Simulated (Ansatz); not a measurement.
The system is TaN.

```xyz
2
Lattice="0.0000 2.2113 2.2113 2.2113 0.0000 2.2113 2.2113 2.2113 0.0000" Properties=species:S:1:pos:R:3 pbc="T T T"
Ta    2.2113    2.2113    2.2113
N     0.0000    0.0000    0.0000
```

The cell comes from a database or a generator and needn't be the stable form of this composition.

```yaml
Program: Ansatz 0.2.0
Task: relaxation of cell and atoms
Functional: PBE
Dispersion: D4
Potentials_or_basis: Ansatz PAW
Cutoff: "420 eV (not typed: the program's choice for these potentials)"
k_mesh: 10 × 10 × 10
Occupations: fermi-dirac, width 0.05 eV
Spin: no spin polarisation
```

At the start: volume 10.81 Å³/atom.

Task: How do energy, volume and symmetry change on relaxing?

Result: It ends after 7 steps and the volume is 10.60 Å³/atom (-1.9 %); space group Fm-3m (No. 225, to 0.05 Å).

Step by step:
```
step  energy change (eV)  largest force (eV/Å)  volume (Å³)
   1              0.0000                0.0000        21.63
   2             -0.0085                0.0000        21.03
   3             -0.0097                0.0000        21.22
   4             -0.0097                0.0000        21.21
   5             -0.0084                0.0000        21.21
   6             -0.0084                0.0000        21.21
   7             -0.0084                0.0000        21.21
```

Final structure:
```yaml
crystal:
  lattice:
    - [0.00000, 2.19692, 2.19692]
    - [2.19692, 0.00000, 2.19692]
    - [2.19692, 2.19692, 0.00000]
  atoms:
    - { symbol: Ta, position: [0.50000, 0.50000, 0.50000] }
    - { symbol: N, position: [0.00000, 0.00000, 0.00000] }
```

Caveat: the plane-wave basis is chosen anew once the cell has moved, so the energies of steps on either side of that aren't comparable; the pressure holds a Pulay correction of +0.5 GPa for the finite cutoff; pairwise dispersion overbinds metals, which lowers pressure and volume.
